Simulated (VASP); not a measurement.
# Br (Cmce) in VASP: equation of state, part 2 of 2

VASP 6.6.1. Earlier steps stand in the parts before.

## (4) Equation of state, PBEsol, 33.31 Å³/atom (volume scaled by 0.98)

The input, INCAR:

```
PREC = Accurate
ENCUT = 520
EDIFF = 1E-7
ISMEAR = -1
SIGMA = 0.05
LREAL = False
LASPH = True
NELM = 80
ALGO = Normal
ISIF = 2
LWAVE = False
LCHARG = False
GGA = PS
NBANDS = 22
```

The input, KPOINTS:

```
Automatic mesh
0
Gamma
  7 7 3
```

The input, POSCAR:

```
Br
1.0
    3.3406771722     -2.3069619464      0.0000000000
    3.3406771722      2.3069619464      0.0000000000
    0.0000000000      0.0000000000      8.6438935422
Br
4
Direct
    0.3651000000      0.6349000000      0.3901000000
    0.1349000000      0.8651000000      0.8901000000
    0.6349000000      0.3651000000      0.6099000000
    0.8651000000      0.1349000000      0.1099000000
```

Potentials or basis: VASP PAW PBE potentials, release 64 (Br).

Run with:

```bash
$ cat potpaw_PBE.64/Br/POTCAR > POTCAR
$ mpirun -np 1 vasp_std > vasp.out
```

OUTCAR:

```text
PREC = Accurate
   ENCUT = 520
   EDIFF = 1E-7
   ISMEAR = -1
   LREAL = False
   LASPH = True
   NELM = 80
   ISIF = 2
   GGA = PS

 Found     32 irreducible k-points:

 Following reciprocal coordinates:
            Coordinates               Weight
  0.000000  0.000000  0.000000      1.000000
  0.142857  0.000000  0.000000      4.000000
  0.285714  0.000000  0.000000      4.000000
  0.428571  0.000000  0.000000      4.000000
  0.142857  0.142857  0.000000      2.000000
  0.285714  0.142857  0.000000      4.000000
   k-points           NKPTS =     32   k-points in BZ     NKDIM =     32   number of bands    NBANDS=     22
   number of dos      NEDOS =    301   number of ions     NIONS =      4
   total plane-waves  NPLWV =  57600
   dimension x,y,z NGX =    30 NGY =   30 NGZ =   64
   dimension x,y,z NGXF=    60 NGYF=   60 NGZF=  128
   ions per type =               4
   NGX,Y,Z   is equivalent  to a cutoff of  12.28, 12.28, 12.31 a.u.
   NGXF,Y,Z  is equivalent  to a cutoff of  24.57, 24.57, 24.62 a.u.
 SYSTEM =  unknown system
   PREC   = accura    normal or accurate (medium, high low for compatibility)
   ISTART =      0    job   : 0-new  1-cont  2-samecut
   ICHARG =      2    charge: 1-file 2-atom 10-const
   ISPIN  =      1    spin polarized calculation?
   LNONCOLLINEAR =      F non collinear calculations
   LSORBIT =      F    spin-orbit coupling
   LASPH  =      T    aspherical Exc in radial PAW
   ENCUT  =  520.0 eV  38.22 Ry    6.18 a.u.   7.55  7.55 16.07*2*pi/ulx,y,z
   NELM   =     80;   NELMIN=  2; NELMDL= -5     # of ELM steps
   EDIFF  = 0.1E-06   stopping-criterion for ELM
   LREAL  =      F    real-space projection
   EDIFFG = 0.1E-05   stopping-criterion for IOM
   NSW    =      0    number of steps for IOM
   IBRION =     -1    ionic relax: 0-MD 1-quasi-New 2-CG
   NFREE  =      0    steps in history (QN), initial steepest desc. (CG)
   ISIF   =      2    stress and relaxation
   ISYM   =      2    0-nonsym 1-usesym 2-fastsym
   POTIM  = 0.5000    time-step for ionic-motion
   TEBEG  =    0.0;   TEEND  =   0.0 temperature during run
   PSTRESS=    0.0 pullay stress
   NELECT =      28.0000    total number of electrons
   NUPDOWN=      -1.0000    fix difference up-down
   EMIN   =  10.00;   EMAX   =-10.00  energy-range for DOS
   EFERMI =   0.00;   METHOD = LEGACY
   ISMEAR =    -1;   SIGMA  =   0.05  broadening in eV -4-tet -1-fermi 0-gaus
   EFERMI_NEDOS =   21; number of points for ismear=-14 and -15
   IALGO  =     38    algorithm
   IMIX   =      4    mixing-type and parameters
     AMIX     =   0.40;   BMIX     =  1.00
     AMIX_MAG =   1.60;   BMIX_MAG =  1.00
  volume/ion in A,a.u.               =      33.31       224.78
  Fermi-wavevector in a.u.,A,eV,Ry     =   0.973321  1.839310 12.889529  0.947354
  Thomas-Fermi vector in A             =   2.103691
   LORBIT       =      0    0 simple, 1 ext, 2 COOP (PROOUT), +10 PAW based schemes
   GGA     = PS    functional components
   LHFCALC =     F    Hartree Fock is set to
   AEXX    =    0.0000 exact exchange contribution
   IVDW    =     0    specifies the selected vdW correction
   LEPSILON=     F    determine dielectric tensor
   LRPA    =     F    only Hartree local field effects (RPA)
 non-spin polarized calculation
  energy-cutoff  :      520.00
  volume of cell :      133.23
 maximum number of plane-waves:      3621
 NGX is ok and might be reduce to    30
   NGX = 15   NGY = 15   NGZ = 33

 number of electron      27.9999991 magnetization

 Free energy of the ion-electron system (eV)
  ---------------------------------------------------
  ext. energy  EPLUGINS =         0.00000000
  ---------------------------------------------------
  free energy    TOTEN  =        -7.14643658 eV

  energy without entropy =       -7.14643658  energy(sigma->0) =       -7.14643658

 E-fermi :   0.7091     XC(G=0):  -8.1453

 val. band max:       -0.2698178669   @ k =  -0.4286   0.4286   0.0000
 cond. band min:       1.6339283416   @ k =   0.1429   0.0000   0.0000
 fundamental gap:      1.9037462084
 Fermi energy:         0.7091089568

 k-point     1 :       0.0000    0.0000    0.0000
  band No.  band energies     occupation
      1     -16.3303      2.00000
      2     -16.0018      2.00000
      3     -13.4035      2.00000
      4     -12.6876      2.00000
      5      -5.3123      2.00000
      6      -4.2507      2.00000
[... 14 lines left out ...]
     21       8.6693      0.00000
     22       8.8877      0.00000

 k-point     2 :       0.1429    0.0000    0.0000
  band No.  band energies     occupation
      1     -16.2863      2.00000
      2     -15.9871      2.00000
      3     -13.3689      2.00000
      4     -12.7271      2.00000
      5      -5.3142      2.00000
      6      -4.3464      2.00000
[... 92 lines left out ...]
 k-point     6 :       0.2857    0.1429    0.0000
  band No.  band energies     occupation
      1     -16.2114      2.00000
      2     -15.9379      2.00000
      3     -13.3077      2.00000
      4     -12.7344      2.00000
      5      -5.2605      2.00000
      6      -4.4410      2.00000
[... 14 lines left out ...]
     21       8.4952      0.00000
     22       9.3036      0.00000

 [... further k-points ...]
[... 5 lines left out ...]
  --------------------------------------------------------------------------------------
  -------------------------------------------------------------------------------------
  Total        0.0933098      0.0553324      1.6979390      0.0000000      0.0000000      0.0000000
  in kB        1.1220792      0.6653896     20.4182403      0.0000000      0.0000000      0.0000000
  external PRESSURE =       7.4019030 kB  Pullay stress =       0.0000000 kB

 VOLUME and BASIS-vectors are now :
 -----------------------------------------------------------------------------
  energy-cutoff  :      520.00
  volume of cell :      133.23
      direct lattice vectors                 reciprocal lattice vectors
     3.340677172 -2.306961946  0.000000000     0.149670254 -0.216735261  0.000000000
     3.340677172  2.306961946  0.000000000     0.149670254  0.216735261  0.000000000
     0.000000000  0.000000000  8.643893542     0.000000000  0.000000000  0.115688607

 POSITION                                       TOTAL-FORCE (eV/Angst)
 -----------------------------------------------------------------------------------
      3.34068      0.62242      3.37198         0.000000      0.470648     -0.870823
      3.34068      1.68454      7.69393         0.000000     -0.470648     -0.870823
      3.34068     -0.62242      5.27191         0.000000     -0.470648      0.870823
      3.34068     -1.68454      0.94996         0.000000      0.470648      0.870823
 -----------------------------------------------------------------------------------
    total drift:                               -0.000000      0.000000      0.000000

  FREE ENERGIE OF THE ION-ELECTRON SYSTEM (eV)
  ---------------------------------------------------
  free  energy   TOTEN  =        -7.1464365816 eV

  energy  without entropy=       -7.1464365781  energy(sigma->0) =       -7.14643658
```

OSZICAR:

```text
N       E                     dE             d eps       ncg     rms          rms(c)
DAV:   1     0.172137768299E+03    0.17214E+03   -0.11286E+04  1408   0.105E+03
DAV:   2     0.562911304327E+01   -0.16651E+03   -0.16128E+03  1974   0.186E+02
DAV:   3    -0.744297096000E+01   -0.13072E+02   -0.13020E+02  1804   0.583E+01
DAV:   4    -0.757620032793E+01   -0.13323E+00   -0.13318E+00  1708   0.704E+00
DAV:   5    -0.757733436588E+01   -0.11340E-02   -0.11340E-02  1788   0.649E-01    0.119E+01
DAV:   6    -0.726332364945E+01    0.31401E+00   -0.21213E-01  1618   0.240E+00    0.781E+00
DAV:   7    -0.715669844568E+01    0.10663E+00   -0.48617E-01  1654   0.355E+00    0.644E-01
DAV:   8    -0.714632402091E+01    0.10374E-01   -0.58484E-02  1528   0.127E+00    0.316E-01
DAV:   9    -0.714636974571E+01   -0.45725E-04   -0.11890E-03  1726   0.203E-01    0.848E-02
DAV:  10    -0.714643535342E+01   -0.65608E-04   -0.10413E-04  1760   0.603E-02    0.544E-02
DAV:  11    -0.714643566060E+01   -0.30717E-06   -0.23621E-05  1678   0.264E-02    0.723E-03
DAV:  12    -0.714643606005E+01   -0.39946E-06   -0.27391E-06  1702   0.906E-03    0.562E-03
DAV:  13    -0.714643649987E+01   -0.43982E-06   -0.10465E-06  1672   0.574E-03    0.287E-03
DAV:  14    -0.714643658158E+01   -0.81708E-07   -0.15609E-07  1212   0.223E-03
   1 F= -.71464366E+01 E0= -.71464366E+01  d E =-.344719E-08
```

It took 53 s on 1 thread of Intel Xeon 6975P-C (Granite Rapids), shared host; peak memory 0.25 GiB.

What came out:

```
Free energy            : -7.1464 eV
Pressure               : 0.7 GPa
Largest force          : 0.990 eV/Å
Band gap on the k mesh : 1.90 eV, indirect (least direct gap 1.92 eV)
```

Caveat: the PAW data sets were made with another functional, which shifts forces and pressure a little; an odd mesh through Γ misses points on the zone boundary, where band edges often lie.

## (5) Equation of state, PBEsol, 34.67 Å³/atom (volume scaled by 1.02)

INCAR is that of step 4.

KPOINTS is that of step 4.

The input, POSCAR:

```
Br
1.0
    3.3855238279     -2.3379315741      0.0000000000
    3.3855238279      2.3379315741      0.0000000000
    0.0000000000      0.0000000000      8.7599328054
Br
4
Direct
    0.3651000000      0.6349000000      0.3901000000
    0.1349000000      0.8651000000      0.8901000000
    0.6349000000      0.3651000000      0.6099000000
    0.8651000000      0.1349000000      0.1099000000
```

Run with:

```bash
$ cat potpaw_PBE.64/Br/POTCAR > POTCAR
$ mpirun -np 1 vasp_std > vasp.out
```

Wall time 54 s (1 thread of Intel Xeon 6975P-C (Granite Rapids), shared host); peak memory 0.26 GiB.

It converged, with:

```
Free energy            : -7.1523 eV
Pressure               : -0.4 GPa
Largest force          : 0.527 eV/Å
Band gap on the k mesh : 1.78 eV, indirect (least direct gap 1.80 eV)
```

Caveat: the PAW data sets were made with another functional, which shifts forces and pressure a little; an odd mesh through Γ misses points on the zone boundary, where band edges often lie.

## (6) Equation of state, PBEsol, 35.35 Å³/atom (volume scaled by 1.04)

INCAR is that of step 5.

KPOINTS is that of step 5.

The input, POSCAR:

```
Br
1.0
    3.4075083649     -2.3531133733      0.0000000000
    3.4075083649      2.3531133733      0.0000000000
    0.0000000000      0.0000000000      8.8168170799
Br
4
Direct
    0.3651000000      0.6349000000      0.3901000000
    0.1349000000      0.8651000000      0.8901000000
    0.6349000000      0.3651000000      0.6099000000
    0.8651000000      0.1349000000      0.1099000000
```

Potentials or basis: VASP PAW PBE potentials, release 64 (Br).

Run with:

```bash
$ cat potpaw_PBE.64/Br/POTCAR > POTCAR
$ mpirun -np 1 vasp_std > vasp.out
```

Run time: 58 s. Hardware: 1 thread of Intel Xeon 6975P-C (Granite Rapids), shared host; peak memory 0.26 GiB.

It converged, with:

* Free energy: -7.1421 eV
* Pressure: -0.8 GPa
* Largest force: 0.325 eV/Å
* Band gap on the k mesh: 1.72 eV, indirect (least direct gap 1.74 eV)

Caveat: the PAW data sets were made with another functional, which shifts forces and pressure a little; an odd mesh through Γ misses points on the zone boundary, where band edges often lie.

## (7) Equation of state, PBEsol, 36.03 Å³/atom (volume scaled by 1.06)

INCAR is that of step 6.

KPOINTS is that of step 6.

The input, POSCAR:

```
Br
1.0
    3.4292128250     -2.3681017607      0.0000000000
    3.4292128250      2.3681017607      0.0000000000
    0.0000000000      0.0000000000      8.8729766646
Br
4
Direct
    0.3651000000      0.6349000000      0.3901000000
    0.1349000000      0.8651000000      0.8901000000
    0.6349000000      0.3651000000      0.6099000000
    0.8651000000      0.1349000000      0.1099000000
```

Run with:

```bash
$ cat potpaw_PBE.64/Br/POTCAR > POTCAR
$ mpirun -np 1 vasp_std > vasp.out
```

Run time: 54 s. Hardware: 1 thread of Intel Xeon 6975P-C (Granite Rapids), shared host; peak memory 0.27 GiB.

It converged, with:

```
Free energy            : -7.1246 eV
Pressure               : -1.2 GPa
Largest force          : 0.159 eV/Å
Band gap on the k mesh : 1.67 eV, indirect (least direct gap 1.69 eV)
```

Caveat: the PAW data sets were made with another functional, which shifts forces and pressure a little; an odd mesh through Γ misses points on the zone boundary, where band edges often lie.

## (8) Equation of state, PBEsol

This step only gathers the single runs of the series.

What came out:

```
Equilibrium volume                        : 34.19 Å³/atom
Bulk modulus at fixed shape and positions : 27 GPa
Pressure derivative of the bulk modulus   : 4.9
```

Energy against volume, from the lowest point:
| volume (Å³/atom) | energy (meV/atom) |
| --- | --- |
| 31.949 | 13.98 |
| 32.629 | 6.46 |
| 33.308 | 1.91 |
| 33.988 | 0.00 |
| 34.668 | 0.44 |
| 35.348 | 2.98 |
| 36.028 | 7.38 |

Caveat: the cell was scaled at fixed shape and fractional positions, which overstates the stiffness of a crystal with free parameters, most of all of layers and chains; the PAW data sets were made with another functional, which shifts forces and pressure a little.
